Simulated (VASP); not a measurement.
# WSe2 on 6 metals, part 3 of 3

How strongly do Au, Ag, Al, Pd, Pt and Os bind WSe2, and where do they put its Fermi level?

VASP 6.6.1, plane waves and PAW; the level of theory is named at each step.

So far: Relax the free sheet, PBE; Levels of the free sheet, PBE; Relax the metal slab, PBE; Work function of the metal, PBE; Relax the contact, PBE; Levels of the contact, PBE.

**8. Free sheet on the mesh of the contact, PBE**

The binding energy needs the sheet at the mesh and smearing of the contact.

Level: PBE with D3(BJ), no spin polarisation; plane waves and PAW (W_sv, Se).

System, named by how it was started: 2H-WSe2 monolayer. The cell holds 9 atoms: 3 W and 6 Se. Its edges and angles: a = 5.689 Å, b = 5.689 Å, c = 22.000 Å, α = 90.0°, β = 90.0°, γ = 120.0°. It derives from WSe2 (2H-WSe2 monolayer). Vacuum lies along c.

INCAR

```
SYSTEM = WSe2
PREC = Normal
ENCUT = 330
EDIFF = 1E-05
NELM = 120
ISMEAR = 1
SIGMA = 0.1
LREAL = Auto
ALGO = Fast
GGA = PE
IVDW = 12
NBANDS = 48
LASPH = .TRUE.
LMAXMIX = 4
LORBIT = 11
LWAVE = .FALSE.
LCHARG = .FALSE.
KPAR = 4
IDIPOL = 3
LDIPOL = .TRUE.
DIPOL = 0.5 0.5 0.5
```

POSCAR

```
WSe2
1.0
    4.9265704352      2.8443567669      0.0000000000
   -4.9265704351      2.8443567669      0.0000000000
    0.0000000000      0.0000000000     22.0000000000
W Se
3 6
Direct
    0.3333333333      0.3333333334      0.5000000000
    0.6666666667      0.0000000000      0.5000000000
    0.0000000000      0.6666666667      0.5000000000
    0.3333333333      0.0000000000      0.4232705402
    0.6666666667      0.6666666666      0.4232705402
    0.0000000000      0.3333333333      0.4232705402
    0.3333333333      0.0000000000      0.5767294598
    0.6666666667      0.6666666666      0.5767294598
    0.0000000000      0.3333333333      0.5767294598
```

KPOINTS

```
Automatic mesh
0
Gamma
6 6 1
0 0 0
```

Potentials, in the order of the species: W_sv and Se (PBE family, release 64).

Launch:

```sh
$ mpirun -np 4 vasp_std
```

What it wrote:

```text
[banner, memory and clock lines left out]
running    4 mpi-ranks, on    1 nodes
[...]
LDA part: xc-table for (Slater+PW92), standard interpolation
 POSCAR, INCAR and KPOINTS ok, starting setup
[...]
entering main loop
       N       E                     dE             d eps       ncg     rms          rms(c)
DAV:   1     0.550708955579E+03    0.55071E+03   -0.32739E+04   832   0.915E+02
DAV:   2    -0.129509935517E+02   -0.56366E+03   -0.55176E+03   920   0.259E+02
DAV:   3    -0.663125350617E+02   -0.53362E+02   -0.52934E+02   840   0.789E+01
DAV:   4    -0.677490766899E+02   -0.14365E+01   -0.14270E+01   848   0.133E+01
[...]
RMM:  18    -0.648236510361E+02   -0.45929E-04   -0.41885E-06   512   0.644E-03    0.282E-03
RMM:  19    -0.648236703193E+02   -0.19283E-04   -0.19946E-06   445   0.517E-03    0.149E-03
RMM:  20    -0.648236772552E+02   -0.69359E-05   -0.77425E-07   313   0.364E-03
   1 F= -.67861315E+02 E0= -.67861423E+02  d E =0.324964E-03
```

It took 55 s on 4 MPI ranks of AMD EPYC 7R43, shared host; peak memory 1.1 GiB; 3.2 min of CPU time.

From OUTCAR (step 8):

```text
 Edisp (eV)   -3.03764

  Total      -0.00491    -0.00491    -0.27639    -0.00000     0.00000     0.00000
  in kB      -0.01277    -0.01277    -0.71822    -0.00000     0.00000     0.00000
  external pressure =       -0.25 kB  Pullay stress =        0.00 kB

 POSITION                                       TOTAL-FORCE (eV/Angst)
 -----------------------------------------------------------------------------------
     -0.00000      1.89624     11.00000         0.000000     -0.000000      0.000000
      3.28438      1.89624     11.00000         0.000000      0.000000      0.000000
     -3.28438      1.89624     11.00000        -0.000000      0.000000      0.000000
      1.64219      0.94812      9.31195        -0.000000     -0.000000      0.005667
      0.00000      3.79248      9.31195         0.000000     -0.000000      0.005667
     -1.64219      0.94812      9.31195        -0.000000      0.000000      0.005667
      1.64219      0.94812     12.68805        -0.000000      0.000000     -0.005667
      0.00000      3.79248     12.68805        -0.000000     -0.000000     -0.005667
     -1.64219      0.94812     12.68805        -0.000000      0.000000     -0.005667
 -----------------------------------------------------------------------------------
    total drift:                                0.000000     -0.000037      0.000001

  FREE ENERGIE OF THE ION-ELECTRON SYSTEM (eV)
  ---------------------------------------------------
  free  energy   TOTEN  =       -67.8613145390 eV

  energy  without entropy=      -67.8616395030  energy(sigma->0) =      -67.86142286

[... 1 part as in an earlier step ...]

[... 2 further parts left out ...]
[key lines of the parts left out:]
E-fermi :  -1.7085
```

This run gave:

```
energy(sigma→0) of the program : -67.8614 eV
```

**9. The whole series**

The other members went through these steps as far as the tables show, with one cutoff, energies on the coarser mesh and levels on the finer; 36 runs are not shown, of which 7 ended short or failed. The session took 63 core hours (wall time by ranks) on a shared machine.

The sheet's edges are those of the free sheet, carried over by the core potential of W. Gap of the free sheet: 1.65 eV. Metals are cut along their close-packed face. Distance: mean height of the sheet's lower layer over the top metal layer; binding: contact less relaxed slab and free sheet, by cell area. Atoms of the sheet's lower layer that start on top of a surface metal atom: Au 0 of 3, Ag 0 of 3, Al 0 of 3, Pd 0 of 3, Pt 0 of 3, Os 0 of 3.

| metal | strain against the database cell (%) | distance (Å) | binding energy (meV/Å²) | work function of the metal (eV) | work function with the sheet (eV) | Fermi level above the sheet's valence top or Dirac point (eV) | sheet's conduction bottom or Dirac point above the Fermi level (eV) |
| --- | --- | --- | --- | --- | --- | --- | --- |
| Au | -1.43 | 2.87 | -53.14 | 5.23 | 4.39 | 0.67 | 0.98 |
| Ag | -1.70 | 2.77 | -55.97 | 4.53 | 3.98 | 1.07 | 0.57 |
| Al | -0.68 | 2.82 | -42.40 | 4.02 | 3.82 | 1.23 | 0.42 |
| Pd | 3.41 | 2.36 | -100.39 | 5.22 | 4.45 | 0.58 | 1.06 |
| Pt | 2.67 | 2.49 | -86.22 | 5.62 | 4.41 | 0.62 | 1.02 |
| Os | 3.70 | 2.44 | -100.09 | 5.24 | 4.13 | ? | ? |

**10. Against the metal's work function**

Fitting a straight line to the 5 known rows (W: work function of the strained metal in eV) gives Fermi level above the valence top or Dirac point = − 0.4433 W + 3.019 in eV; the residuals are 0.077 eV r.m.s.

For the withheld row, W = 5.243, the fit gives 0.695 eV.

**11. Prediction against calculation**

The calculation gives 0.908 eV, so the prediction is 0.213 eV too low, more than twice the residual of the fit.

**12. Results**

```json
{
  "fall of the level per eV of work function": "0.44",
  "error for Os": "-0.213 eV",
  "strongest binding": "Pd, -100 meV/Å² at 2.36 Å",
  "weakest binding": "Al, -42 meV/Å² at 2.82 Å"
}
```

**Reading.** A slope of 1 is the Schottky-Mott limit and 0 full pinning; the fit gives 0.44. Begun but not finished: Ti and Re. A second line-up, by the vacuum level above the sheet, differs from the one by core potentials by up to 0.02 eV, and meshes were not tested, so closer ranks of barriers, and of binding within a few meV/Å², are ties. The lowest electron barrier is at Al (0.42 eV). Barriers rest on a semilocal gap, which is too small for a free sheet. Spin-orbit coupling, which splits and raises the valence top of this sheet, is left out. On Pd, Pt and Os the sheet sits closer than 2.55 Å; there its bands mix with the metal's, and levels carried over from the free sheet are a guide only. The distances that sort contacts in this text are picked. One registry and four metal layers were run for each, strained as the table shows; another registry can bind at another distance.

[Lines on the potential files, build, host, timing and source positions are cut from VASP's logs without a mark.]

[Logs are printed without paths, hosts, clocks, repeated set-up lines and the standing remarks that a program may print on its own settings, such as how far it seeks lower states.]

[Hosts, paths, dates, database ids (printed as entryN), source tags and the programs' standing remarks are cut or masked in the printed files.]
